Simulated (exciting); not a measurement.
The system is KBr.

```xyz
2
Lattice="0.0000 3.3000 3.3000 3.3000 0.0000 3.3000 3.3000 3.3000 0.0000" Properties=species:S:1:pos:R:3 pbc="T T T"
Br    3.3000    3.3000    3.3000
K     0.0000    0.0000    0.0000
```

Base run:

* Program: exciting (release sodium)
* Functional: PBE
* Potentials or basis: all-electron LAPW+lo, shipped species files, valence relativity iora*
* rgkmax: 9
* k mesh: 7 × 7 × 7
* Occupations: fermi-dirac, width 0.05 eV
* Spin: no spin polarisation

Its results: band gap on the k mesh 4.44 eV, direct.

The run is repeated on the same cell with these changes: functional from PBE to LDA. What comes out?

Band gap on the k mesh 4.03 eV, direct.

Caveats: the tetrahedron DOS on this energy grid can lose part of the weight of narrow d or f bands (some runs).

Not every run made on this cell is shown here.
